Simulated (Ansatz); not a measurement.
# Cu (Fm-3m) in Ansatz: notebook

Runs on Cu. Level: PBEsol. Tasks: phonons, elastic constants.

Program: Ansatz 0.2.0. These are calculated values, not measurements. Logs are shortened: lines on timing, memory, paths and dates and some standing lists are left out, and cuts for length are marked.

### 1 The crystal as given

The structure is cubic, space group Fm-3m (No. 225). The conventional cell has a = 3.615 Å, b = 3.615 Å, c = 3.615 Å, α = 90.00°, β = 90.00°, γ = 90.00°. Cu (site symmetry m-3m) is surrounded by 12 Cu at 2.56 Å.

### 2 Phonons, PBEsol

File input.yaml:

```yaml
crystal:
  lattice:
    - [0.0, 1.8075, 1.8075]
    - [1.8075, 0.0, 1.8075]
    - [1.8075, 1.8075, 0.0]
  atoms:
    - { symbol: Cu, position: [0.0, 0.0, 0.0] }
hamiltonian:
  xc: pbesol
  pseudopotentials: { kind: paw }
kpoints:
  mp_grid: { grid: [10, 10, 10] }
scf:
  occupations: { method: fermi_dirac, width: 0.05 }
phonons:
  method: dfpt
  qmesh: [2, 2, 2]
  temperatures: { t_max: 1000, t_step: 100 }
  qpath:
    path:
      - [[0.0, 0.0, 0.0], [0.5, 0.0, 0.5], [0.5, 0.25, 0.75], [0.375, 0.375, 0.75], [0.0, 0.0, 0.0], [0.5, 0.5, 0.5], [0.625, 0.25, 0.625], [0.5, 0.25, 0.75], [0.5, 0.5, 0.5], [0.375, 0.375, 0.75]]
      - [[0.625, 0.25, 0.625], [0.5, 0.0, 0.5]]
    npoints: 8
```

Potentials or basis: Ansatz PAW.

Started as:

```bash
$ ansatz run input.yaml --threads 2 --pin off --max-ram 5632MiB --backend cpu --events-out ev --progress --plain --runs-dir out
```

Standard output:

```text
Warning: RAYON_NUM_THREADS=2 ignored (pool sized by the plan → 2); use --threads N
Engine: ansatz 0.2.0, aarch64-unknown-linux-gnu
Pseudopotentials: kind: paw
Pseudopotential: Cu, paw, valence charge 19, recommended cutoff 420 eV (normal), Cu.paw.azcp
Functional definition: PBEsol
  exchange = pbesol_x
  correlation = pbesol_c
Crystal: 1 atoms, lattice volume = 11.810 Å³
Basis set: ecut = 420 eV, 259 PW (Γ), exchange–correlation on 36×36×36 points (8 copies of the dense FFT grid, shifted against one another)
Bands: 14, of which v1, the nominal top of the filled ones, is band 10 counted from 1 (9 counted from 0)
Symmetry: 48 space group operations
k-points: 47 of 1000
Non-local potential: Cu, projectors of the file, l = 0: 3, l = 1: 2, l = 2: 3, l = 3: 1
PAW form: soft (Blöchl's): semilocal exchange-correlation on the pseudo side does not see the compensation charge
PAW frozen core: Cu, regenerated for the run's functional, and the local potential with it (the file was generated under x = pbe(κ = 0.804, μ = 0.2195149727645171), c = pbe(β = 0.06672455060314922))
PAW one-centre angular grid: Cu, 590 points (default); XC on 64 Gauss nodes
Initial density: superposition of atomic densities (neutral atoms: chi_scale 0, normalization atom), corrected by the library's trained network
Initial wavefunctions: pseudopotential atomic-orbital guess
Functional: x = pbesol(κ = 0.804, μ = 0.12345679012345678), c = pbesol(β = 0.046)
SCF iter   1: F=—  HF=-6588.757028 eV  |F-HF|=—  |Δ(HF+E_count)|=         —  Δρ=2.17e-2  dr2=2.94e-2  ethr=1.77e-3  ⟨swp⟩=5.7  Hψ=3334  notcnv=0
preconditioner: auto → none  [insulator: Δε(μ)=0.276 eV  Ē_g=16.954 eV  σ=0.050 eV  W_gap=0.77  n_scr=0 (ndim 8)  ℏωp=35.8 eV  f_vac=0.000  D(μ)=0.61/eV (n_scr^D=8)  ε∞_Penn≈5.5]
SCF iter   2: F=—  HF=-6588.750345 eV  |F-HF|=—  |Δ(HF+E_count)|=   6.68e-3  Δρ=8.63e-4  dr2=2.70e-5  ethr=1.55e-4  ⟨swp⟩=2.7  Hψ=1389  notcnv=0  defer=12
SCF iter   3: F=—  HF=-6588.750346 eV  |F-HF|=—  |Δ(HF+E_count)|=   8.66e-7  Δρ=9.83e-4  dr2=5.06e-5  ethr=1.42e-7  ⟨swp⟩=2.1  Hψ=1119  notcnv=0  defer=12
SCF iter   4: F=—  HF=-6588.750369 eV  |F-HF|=—  |Δ(HF+E_count)|=   2.34e-5  Δρ=9.03e-5  dr2=4.11e-7  ethr=1.42e-7  ⟨swp⟩=1.0  Hψ=646  notcnv=0  defer=12
SCF iter   5: F=—  HF=-6588.750374 eV  |F-HF|=—  |Δ(HF+E_count)|=   4.41e-6  Δρ=4.67e-6  dr2=1.24e-9  ethr=2.16e-9  ⟨swp⟩=1.3  Hψ=748  notcnv=0  defer=12
SCF iter   6: F=-6588.750374 eV  HF=-6588.750374 eV  |F-HF|=2.73e-12  |Δ(HF+E_count)|=   1.58e-9  Δρ=3.60e-7  dr2=6.18e-12  ethr=1.00e-12  ⟨swp⟩=5.0  Hψ=3419  notcnv=0
SCF 1 converged in 6 iterations: F = -6588.750374 eV  dr2 = 6.18e-12
NSCF: frozen V_eff on 47 k-points
NSCF: frozen V_eff on 102 k-points
DFPT response loops at q = (0, 0, 0) (fractional): preconditioner auto → Kerker (q_TF=auto, 2.953 Å⁻¹) (partly filled bands, converged f_vac=0.000); β = 1.00, the filter's whole step (`scf.mixing.beta` (0.50) is not read by the response loops under this deck's `scf.mixing.preconditioner`; to damp them name `kerker` or `kerker_dos`, under which they read `scf.mixing.beta`, and type it under 1.00, their step now; both keys bind the ground state too); Broyden in place of MSR1
NSCF: frozen V_eff on 564 k-points
DFPT response loops at q = (0, 0, -0.5) (fractional): mixed as the last ones told, above
NSCF: frozen V_eff on 342 k-points
DFPT response loops at q = (0, -0.5, -0.5) (fractional): mixed as the last ones told, above
SCF converged after 6 iterations
Free energy (F): -6588.750374 eV
Harris-Foulkes:  -6588.750374 eV  (|F-HF|=2.73e-12)
Internal energy: -6588.745488 eV  (E = F + TS)
E sigma→0 (E₀):  -6588.747931 eV
Entropy (-TS):   -0.004885 eV (-4.885 meV/atom)
Fermi energy:    16.471856 eV
--- Per-component energies (eV) ---
  E_band       = -361.321480
  E_kinetic    = 300.020739
  E_local      = -4049.314260  (includes V_loc(G=0)·N_el)
  E_nonlocal   = 391.478453
  E_hartree    = 1780.574754
  E_xc         = -88.982711
  E_vxc        = -115.331198  (∫ρ·V_xc dr)
  E_paw        = -1626.275237  (= ΣΔE_a)
  E_vpaw       = -449.325178  (= ΣTr[D̂ρ^β])
  E_aug_tail   = 0.000269  (compensation charges beyond the density's cutoff)
  E_ewald      = -3296.453696
  E_core_change = 0.206202  (= ΣΔE_core)
  E_smearing   = -0.004885  (= −TS)
  E_closure    = -0.000000  (closes the sum)
  Σ components = -6588.750374   (vs F -6588.750374, Δ=0.00e0)
--- Band table (eV; the first three rows and the last of 47) ---
  k-point 0: bands = ["-95.6783", "-53.1406", "-53.1406", "-53.1406", "7.1365", "13.5728", "13.5728", "13.5728", "14.4165", "14.4165", "39.1681", "41.6564", "41.6564", "41.6564"]
  k-point 1: bands = ["-95.6769", "-53.1510", "-53.1422", "-53.1422", "7.4994", "13.4977", "13.6381", "13.6381", "14.3933", "14.3933", "36.5797", "39.8680", "40.7566", "40.7566"]
  k-point 2: bands = ["-95.6734", "-53.1783", "-53.1463", "-53.1463", "8.5420", "13.3450", "13.7365", "13.7365", "14.4145", "14.4145", "31.4446", "39.3833", "39.6497", "39.6497"]
  k-point 46: bands = ["-95.6597", "-53.2227", "-53.2037", "-53.1828", "12.3475", "12.7217", "13.4540", "14.4518", "15.1345", "21.3835", "24.1877", "24.4740", "25.8909", "41.8807"]
--- Phonons (Γ-DFPT): 1 representative perturbation + reference (Σ response iterations 3) ---
  ASR residual: 2.910e-4 → 0.000e0 eV/Å²; symmetrization residual: 1.698e-11 eV/Å²
  ASR residual per site (eV/Å²): 2.91e-4
  Γ frequencies (cm⁻¹): 0.00 0.00 0.00
--- Phonons (arbitrary-q DFPT): 3 irreducible q on the 2×2×2 mesh ---
  q = [0.0000, 0.0000, 0.0000] (star 1, of the zone-centre solve; hermiticity 2.38e-9, symmetrization 5.83e-8): -0.00 -0.00 -0.00
  q = [0.0000, 0.0000, -0.5000] (star 4, 1 solved perturbation on 282 of 1000 k-point pairs; hermiticity 1.39e-13, symmetrization 1.61e-12): 114.82 114.82 239.66
  q = [0.0000, -0.5000, -0.5000] (star 3, 2 solved perturbations in 273 linear systems a pass and spin channel, the states on 171 of 1000 k-point pairs; hermiticity 1.05e-12, symmetrization 6.78e-13): 165.33 165.33 233.69
  sum rule: each row above includes the acoustic sum rule's correction from the zone centre's row sums; it moved no ω² by more than (1.12 cm⁻¹)²
  mesh force constants: q→R imaginary residual 0.00e0; ASR residual 2.910e-4 → 0.000e0 eV/Å²; symmetrization residual 2.665e-15 eV/Å²
  interpolated dispersion: 82 rows × 3 modes
  density of states and harmonic sums: on the 30×30×30 q-mesh, interpolated from the force constants of a 2×2×2 supercell (no non-analytic term)
  largest difference from the sums on the solved wave vectors: F 6.32e-2 eV, S 9.55e-5 and C_V 3.23e-5 eV/K
  zero-point energy: 0.029745 eV/cell   skipped modes (ω ≤ 0): 3   left out of the sums: 3.70e-5 of the cell's modes: C_V's classical limit lies that fraction below 3 k_B per atom; for a crystal, a wire or a layer, F and S can be off by more, and a phonons.interpolated_qmesh denser along its periods is the remedy for the sampling
```

It took 7 s on 2 threads of Arm Neoverse V1, shared host; peak memory 0.41 GiB.

Results:

| Property | Result |
| --- | --- |
| Free energy | -6588.7504 eV |
| Band gap on the k mesh | none (metal or under the smearing width) |
| Highest phonon frequency | 240 cm⁻¹ |

Phonon frequencies in cm⁻¹ (negative: imaginary):
| q point | frequencies |
| --- | --- |
| (0.000, 0.000, 0.000) | 0 0 0 |
| (0.000, 0.000, -0.500) | 115 115 240 |
| (0.000, -0.500, -0.500) | 165 165 234 |

Caveat: the q mesh is small, so phonon branches between its points and thermal values are rough; the PAW data sets come from PBE, with cores solved anew for the run's functional, which leaves a small shift of forces and pressure.

### 3 Elastic constants, PBEsol

File input.yaml:

```yaml
crystal:
  lattice:
    - [0.0, 1.8075, 1.8075]
    - [1.8075, 0.0, 1.8075]
    - [1.8075, 1.8075, 0.0]
  atoms:
    - { symbol: Cu, position: [0.0, 0.0, 0.0] }
hamiltonian:
  xc: pbesol
  pseudopotentials: { kind: paw }
kpoints:
  mp_grid: { grid: [10, 10, 10] }
scf:
  occupations: { method: fermi_dirac, width: 0.05 }
output:
  forces: true
  stress: true
elastic:
  mode: relaxed_ion
  stencil: two_point
```

Potentials or basis: Ansatz PAW.

Started as:

```bash
$ ansatz run input.yaml --threads 2 --pin off --max-ram 5632MiB --backend cpu --events-out ev --progress --plain --runs-dir out
```

Wall time 4 s (2 threads of Arm Neoverse V1, shared host); peak memory 0.3 GiB.

It converged, with:

| Quantity | Value |
| --- | --- |
| Free energy | -6588.7504 eV |
| Pressure | -6.4 GPa |
| Band gap on the k mesh | none (metal or under the smearing width) |
| Elastic constants C11, C12, C44 | 176, 112, 52 GPa |
| Voigt bulk modulus | 133 GPa |

Levels at points of the mesh, in eV from the Fermi level:
```
             k point  band 6  band 7  band 8  band 9  band 10  band 11  band 12  band 13  band 14
  (0.00, 0.00, 0.00)   -2.90   -2.90   -2.90   -2.06    -2.06    22.70    25.18    25.18    25.18
 (0.00, 0.00, -0.50)   -2.93   -2.93   -1.48   -1.48    -0.97     3.84    21.18    22.00    22.00
(0.00, -0.50, -0.50)   -4.31   -1.50   -1.34   -1.34     1.52     7.20    13.09    13.09    17.65
```

Elastic tensor in Voigt notation (GPa, in the Cartesian axes of the cell as first typed):
```
176 112 112   0   0   0
112 176 112   0   0   0
112 112 176   0   0   0
  0   0   0  52   0   0
  0   0   0   0  52   0
  0   0   0   0   0  52
```

Caveat: the cell is more than 3 GPa from zero pressure, which shifts response properties; elastic constants of metals need much finer meshes, so these are rough; the PAW data sets come from PBE, with cores solved anew for the run's functional, which leaves a small shift of forces and pressure.
